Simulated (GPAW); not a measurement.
# InAs (Fm-3m) in GPAW: notebook

Aim: see how the results for InAs move with the level of theory and the settings. Levels: LDA, HSE03. Tasks: single point.

Everything below comes from runs of GPAW 26.7.0. Logs are shortened: lines on timing, memory, paths and dates and some standing lists are left out, and cuts for length are marked. The log counts tension as positive stress, the text compression.

**1. Starting point**

The structure is cubic, space group Fm-3m (No. 225). Conventional cell: a = 5.755 Å, b = 5.755 Å, c = 5.755 Å, α = 90.00°, β = 90.00°, γ = 90.00°. Around In (site symmetry m-3m) lie 6 As at 2.88 Å. Around As (site symmetry m-3m) lie 6 In at 2.88 Å.

Measurements of this composition are mostly on another form, of space group No. 216.

**2. Single point, LDA (the cell as VASP's run set it)**

Contents of run.py:

```python
from ase.dft.bandgap import bandgap
from ase.io import read, write
from ase.units import GPa
from gpaw import GPAW, PW

atoms = read('POSCAR')

calc = GPAW(mode=PW(600),
            xc='LDA',
            kpts={'size': (8, 8, 8), 'gamma': True},
            occupations={'name': 'methfessel-paxton', 'order': 0, 'width': 0.02},
            nbands=18,
            convergence={'density': 1e-05, 'energy': 1e-05},
            maxiter=150,
            txt='gpaw.txt')
atoms.calc = calc
energy = atoms.get_potential_energy()
forces = atoms.get_forces()
stress = atoms.get_stress()
calc.write('gs.gpw')
write('result.traj', atoms)
print(f'Energy: {energy:.6f} eV')
print('Forces (eV/A):')
print(forces.round(4))
print('Stress (GPa):', (stress / GPa).round(3))
print('Fermi level:', round(calc.get_fermi_level(), 4), 'eV')
print(f'Gap: {bandgap(calc)[0]:.4f} eV, direct: {bandgap(calc, direct=True)[0]:.4f} eV')
```

Contents of POSCAR:

```
InAs
1.0
    4.0691223400      0.0000000000      0.0000000000
    2.0345611700      3.5239633175      0.0000000000
    2.0345611700      1.1746544392      3.3224244780
In As
1 1
Direct
    0.5000000000      0.5000000000      0.5000000000
    0.0000000000      0.0000000000      0.0000000000
```

Potentials or basis: the program's PAW data sets (release 1.2.1) made for this functional, pw.

Run with:

```sh
$ OMP_NUM_THREADS=1 python run.py
```

gpaw.txt:

```text
__  _  _
 | _ |_)|_||  |
 |__||  | ||/\| - 26.7.0

Input parameters:
  mode=PW(ecut=600.0),
  convergence={'density': 1e-05, 'energy': 1e-05},
  kpts=MonkhorstPack(size=(8, 8, 8), gamma=True),
  maxiter=150,
  nbands=18,
  occupations=Occupations(name='methfessel-paxton', order=0, width=0.02),
  xc=XC(name='LDA')

Diagonalizing LCAO Hamiltonian
Converting LCAO to pw mode

                   In

       As

Atoms  # Å, Bohr magnetons
|   | symbol |        x |        y |        z |    initial magnetic moments |
|---|--------|----------|----------|----------|-----------------------------|
| 0 |     In | 4.069122 | 2.349309 | 1.661212 | ( 0.0000,  0.0000,  0.0000) |
| 1 |     As | 0.000000 | 0.000000 | 0.000000 | ( 0.0000,  0.0000,  0.0000) |

Unit cell  # Å
| periodic |        x |        y |        z |  lengths |    angles |
|----------|----------|----------|----------|----------|-----------|
|      yes | 4.069122 | 0.000000 | 0.000000 | 4.069122 | 60.000000 |
|      yes | 2.034561 | 3.523963 | 0.000000 | 4.069122 | 60.000000 |
|      yes | 2.034561 | 1.174654 | 3.322424 | 4.069122 | 60.000000 |

Number of symmetries: 48
Symmetry operations  # r_c * U_cc + t_c -> r_c
|    | kind |            matrix            |
|----|------|------------------------------|
|  0 |  σ   |  1, 0, 0,  1, 0,-1,  1,-1, 0 |
|  1 |  C2  |  1, 0, 0,  1,-1, 0,  1, 0,-1 |
|  2 |  E   |  1, 0, 0,  0, 1, 0,  0, 0, 1 |
|  3 |  σ   |  1, 0, 0,  0, 0, 1,  0, 1, 0 |
|  4 |  C4  |  1, 0,-1,  1, 0, 0,  1,-1, 0 |
|  5 |  S6  |  1, 0,-1,  1,-1, 0,  1, 0, 0 |
|  6 |  σ   |  1, 0,-1,  0, 1,-1,  0, 0,-1 |
|  7 |  C3  |  1, 0,-1,  0, 0,-1,  0, 1,-1 |
|  8 |  S6  |  1,-1, 0,  1, 0, 0,  1, 0,-1 |
|  9 |  C4  |  1,-1, 0,  1, 0,-1,  1, 0, 0 |
| 10 |  C3  |  1,-1, 0,  0,-1, 1,  0,-1, 0 |
| 11 |  σ   |  1,-1, 0,  0,-1, 0,  0,-1, 1 |
| 12 |  σ   |  0, 1, 0,  1, 0, 0,  0, 0, 1 |
| 13 |  C4  |  0, 1, 0,  0, 1,-1, -1, 1, 0 |
| 14 |  C3  |  0, 1, 0,  0, 0, 1,  1, 0, 0 |
| 15 |  S6  |  0, 1, 0, -1, 1, 0,  0, 1,-1 |
| 16 |  C2  |  0, 1,-1,  1, 0,-1,  0, 0,-1 |
| 17 |  σ   |  0, 1,-1,  0, 1, 0, -1, 1, 0 |
| 18 |  S4  |  0, 1,-1,  0, 0,-1,  1, 0,-1 |
| 19 |  C4  |  0, 1,-1, -1, 1, 0,  0, 1, 0 |
| 20 |  C3  |  0, 0, 1,  1, 0, 0,  0, 1, 0 |
| 21 |  σ   |  0, 0, 1,  0, 1, 0,  1, 0, 0 |
| 22 |  S6  |  0, 0, 1,  0,-1, 1, -1, 0, 1 |
| 23 |  C4  |  0, 0, 1, -1, 0, 1,  0,-1, 1 |
| 24 |  S4  |  0, 0,-1,  1, 0,-1,  0, 1,-1 |
| 25 |  C3  |  0, 0,-1,  0, 1,-1,  1, 0,-1 |
| 26 |  C2  |  0, 0,-1,  0,-1, 0, -1, 0, 0 |
| 27 |  S6  |  0, 0,-1, -1, 0, 0,  0,-1, 0 |
| 28 |  S4  |  0,-1, 1,  1,-1, 0,  0,-1, 0 |
| 29 |  C4  |  0,-1, 1,  0, 0, 1, -1, 0, 1 |
| 30 |  C2  |  0,-1, 1,  0,-1, 0,  1,-1, 0 |
| 31 |  σ   |  0,-1, 1, -1, 0, 1,  0, 0, 1 |
| 32 |  C3  |  0,-1, 0,  1,-1, 0,  0,-1, 1 |
| 33 |  S6  |  0,-1, 0,  0, 0,-1, -1, 0, 0 |
| 34 |  S4  |  0,-1, 0,  0,-1, 1,  1,-1, 0 |
| 35 |  C2  |  0,-1, 0, -1, 0, 0,  0, 0,-1 |
| 36 |  C2  | -1, 1, 0,  0, 1, 0,  0, 1,-1 |
| 37 |  S6  | -1, 1, 0,  0, 1,-1,  0, 1, 0 |
| 38 |  S4  | -1, 1, 0, -1, 0, 1, -1, 0, 0 |
| 39 |  C3  | -1, 1, 0, -1, 0, 0, -1, 0, 1 |
| 40 |  S6  | -1, 0, 1,  0, 0, 1,  0,-1, 1 |
| 41 |  C2  | -1, 0, 1,  0,-1, 1,  0, 0, 1 |
| 42 |  C3  | -1, 0, 1, -1, 1, 0, -1, 0, 0 |
| 43 |  S4  | -1, 0, 1, -1, 0, 0, -1, 1, 0 |
| 44 |  C2  | -1, 0, 0,  0, 0,-1,  0,-1, 0 |
| 45 |  i   | -1, 0, 0,  0,-1, 0,  0, 0,-1 |
| 46 |  σ   | -1, 0, 0, -1, 1, 0, -1, 0, 1 |
| 47 |  C2  | -1, 0, 0, -1, 0, 1, -1, 1, 0 |

BZ-sampling:
  Number of BZ points: 512
  Number of IBZ points: 29

  Monkhorst-Pack size: [8, 8, 8]
  Monkhorst-Pack shift: [0.0625, 0.0625, 0.0625]

K-points  # in reciprocal-cell coordinates
|     |                                coordinates |     weight |
|-----|--------------------------------------------|------------|
|   0 | (  0.00000000,   0.00000000,   0.00000000) | 0.00195312 |
|   1 | (  0.12500000,   0.12500000,   0.00000000) | 0.01171875 |
|   2 | (  0.12500000,   0.12500000,   0.12500000) | 0.01562500 |
|   3 | (  0.25000000,   0.12500000,   0.12500000) | 0.02343750 |
|   4 | (  0.25000000,   0.25000000,   0.00000000) | 0.01171875 |
|   5 | (  0.25000000,   0.25000000,   0.12500000) | 0.04687500 |
|   6 | (  0.25000000,   0.25000000,   0.25000000) | 0.01562500 |
|   7 | (  0.37500000,   0.25000000,  -0.37500000) | 0.04687500 |
|   8 | (  0.37500000,   0.25000000,   0.12500000) | 0.04687500 |
|   9 | (  0.37500000,   0.25000000,   0.25000000) | 0.04687500 |
| ... |                                            |            |
|  28 | (  0.50000000,   0.50000000,   0.50000000) | 0.00781250 |

Plane wave coefficients: 1639
Cutoff: 600.0 eV

Spin-components: 1 (collinear spins)
Bands:           18
Projectors:      11
Spin-degeneracy: 2
Datatype:        complex128

Parallelization:
  kpt:    1
  domain: 1
  band:   1

Density:
  Valence electrons: 18.0
  Components: 1
  Grid points: [24 24 24]
  Charge: 0.0  # |e|

Potential:
  Grid points: [24 24 24]

species:
  In:
    name:    Indium
    Z:       49.0
    valence: 13
    core:    36
    charge:  0.0  # [|e|]
    compensation charges:
      type: gauss
      rc: 0.36  # [Å]
      lmax: 2
    cutoffs:
      filter: 2.09  # [Å]
      core: 2.48  # [Å]
    projectors
    | kind |    occ | energy [eV] | rcut [Å] |
    |------|--------|-------------|----------|
    |   5s |  2.000 |      -8.474 |    1.185 |
    |   5p |  1.000 |      -2.700 |    1.244 |
    |   4d | 10.000 |     -18.723 |    1.148 |
    |    s |        |      18.738 |    1.185 |
    |    p |        |      24.512 |    1.244 |
    |    d |        |       8.489 |    1.148 |

    Using partial waves for In as LCAO basis

  As:
    name:    Arsenic
    Z:       33.0
    valence: 5
    core:    28
    charge:  0.0  # [|e|]
    compensation charges:
      type: gauss
      rc: 0.33  # [Å]
      lmax: 2
    cutoffs:
      filter: 1.87  # [Å]
      core: 2.96  # [Å]
    projectors
    | kind |    occ | energy [eV] | rcut [Å] |
    |------|--------|-------------|----------|
    |   4s |  2.000 |     -14.691 |    1.058 |
    |   4p |  3.000 |      -5.342 |    1.058 |
    |    s |        |      12.520 |    1.058 |
    |    p |        |      21.869 |    1.058 |
    |    d |        |       0.000 |    1.058 |

    Using partial waves for As as LCAO basis

Reference energy: -221254.198245  # eV

eigensolver:
  PPCG
  Converge bands: occupied
  niter=2

density mixing:
  MSR1-Mixer
  Pratt-step length: 0.05
  Maximum mixing coefficient: 0.75
  Old densities: 10
  SVD Regularization: 0.005
  Good broyden scale: 1.0
  Trust region scale: 1.0
  Backstep threshold: 4.0
  History deletion threshold: 6.0
  Fourier metric: weight=20.0, sigma=0.015

occupation numbers:
  Methfessel-Paxton:
    width: 0.0200  # eV
    order: 0

poisson solver:
  ecut: 4800.0  # eV

xc functional:
  name: None

convergence criteria:
[... 6 lines left out ...]
|iter     | |      energy | eigst |  dens |
|---------|-|-------------|-------|-------|
|iter:   1| |   -9.078823 | -0.42 |       |
|iter:   2| |   -9.044059 | -2.56 | -1.31 |
|iter:   3| |   -8.933904 | -2.22 | -1.35 |
|iter:   4| |   -8.932382 | -3.86 | -1.90 |
|iter:   5| |   -8.931997 | -4.45 | -2.34 |
|iter:   6| |   -8.931997 | -5.82 | -3.25 |
|iter:   7| |   -8.931996c| -7.31 | -3.80 |
|iter:   8| |   -8.931996c| -7.56c| -4.42 |
|iter:   9| |   -8.931996c| -8.13c| -5.34c|

Converged in 9 steps
Energy contributions relative to reference atoms: (reference = -221254.198245)

Energy contributions:
  Kinetic:          15.742588
  Coulomb:         -14.778385
  Zero:              0.109191
  External:          0.000000
  Xc:              -10.005289
  Entropy:          -0.000203
  Spinorbit:         0.000000
  ----------------------------
  Free energy:      -8.932098
  Extrapolated:     -8.931996

dipole moment: (-27.147483, -15.673607, -11.082914)  # |e|*Ang

Fermi level: 6.031
Eigenvalues  # (at kpt = [0.000, 0.000, 0.000])
| band index |      eig [eV] | occ [0-2] |
|------------|---------------|-----------|
|          0 |        -8.117 |     2.000 |
|        ... |               |           |
|          2 |        -8.090 |     2.000 |
|          3 |        -8.090 |     2.000 |
|          4 |        -8.090 |     2.000 |
|          5 |        -6.151 |     2.000 |
|          6 |         5.126 |     2.000 |
|          7 |         5.773 |     2.000 |
[... 8 lines left out ...]
|         16 |        14.833 |     0.000 |
|         17 |        16.320 |     0.000 |

No gap
No difference between direct/indirect transitions

Forces  # eV/Ang
|        x |       y |        z |
|----------|---------|----------|
| -0.00000 | 0.00000 |  0.00000 |  # In   0
|  0.00000 | 0.00000 | -0.00000 |  # As   1

Stress tensor  # eV/Ang^3
|         x |         y |         z |
|-----------|-----------|-----------|
|  0.033047 | -0.000000 | -0.000000 |
|  0.000000 |  0.033047 | -0.000000 |
| -0.000000 | -0.000000 |  0.033047 |

# Writing to gs.gpw (mode='')
```

stdout:

```text
Energy: -8.931996 eV
Forces (eV/A):
[[-0.  0.  0.]
 [ 0.  0. -0.]]
Stress (GPa): [ 5.295  5.295  5.295 -0.    -0.    -0.   ]
Fermi level: 6.0313 eV
Gap: 0.0000 eV, direct: 0.0000 eV
```

It took 6.3 s on 1 thread of AMD EPYC 9R45 (Zen 5), shared host; peak memory 0.16 GiB.

What came out:

* Free energy: -8.9321 eV
* Pressure: -5.3 GPa
* Band gap on the k mesh: none (metal or under the smearing width)

**3. Single point, HSE03**

Contents of run.py:

```python
from ase import Atoms
from ase.dft.bandgap import bandgap
from ase.io import write
from ase.parallel import parprint
from gpaw import GPAW, PW

atoms = Atoms(['In', 'As'],
              cell=[[0.0, 2.877304, 2.877304],
                    [2.877304, 0.0, 2.877304],
                    [2.877304, 2.877304, 0.0]],
              scaled_positions=[[0.5, 0.5, 0.5],
                                [0.0, 0.0, 0.0]],
              pbc=True)

calc = GPAW(mode=PW(500),
            xc='HSE03',
            kpts={'size': (4, 4, 4), 'gamma': True},
            occupations={'name': 'methfessel-paxton', 'order': 0, 'width': 0.1},
            nbands=14,
            convergence={'density': 1e-05, 'energy': 1e-05},
            maxiter=60,
            txt='gpaw.txt')
atoms.calc = calc
energy = atoms.get_potential_energy()
forces = atoms.get_forces()
calc.write('gs.gpw')
write('result.traj', atoms)
parprint(f'Energy: {energy:.6f} eV')
parprint('Forces (eV/A):')
parprint(forces.round(4))
parprint('Fermi level:', round(calc.get_fermi_level(), 4), 'eV')
parprint(f'Gap: {bandgap(calc)[0]:.4f} eV, direct: {bandgap(calc, direct=True)[0]:.4f} eV')
```

Potentials or basis: GPAW PAW data sets (gpaw-data 1.2.1), pw.

Run with:

```sh
$ OMP_NUM_THREADS=1 mpirun -n 4 gpaw python run.py
```

It took 13 min on 4 MPI ranks of Arm Neoverse V1, shared host; peak memory 0.21 GiB.

Results (log left out):

| Property | Result |
| --- | --- |
| Free energy | -60.5022 eV |
| Band gap on the k mesh | none (metal or under the smearing width) |

Levels at points of the mesh, in eV from the Fermi level:
```
           k point  band 6  band 7  band 8  band 9  band 10  band 11
(0.00, 0.00, 0.00)  -13.62   -0.51   -0.49   -0.49    -0.49     7.70
(0.50, 0.50, 0.00)  -10.78   -5.44   -3.22   -2.73    -2.73     4.27
(0.50, 0.50, 0.50)  -11.71   -7.50    0.00    0.00     2.47     3.50
```

Caveat: the k mesh is coarse (spacing up to 0.47 Å⁻¹), so the values aren't converged, least of all with exact exchange; exact exchange converges slowly with the k mesh, and this mesh is small; the PAW data sets were made with another functional, which shifts forces and pressure a little.
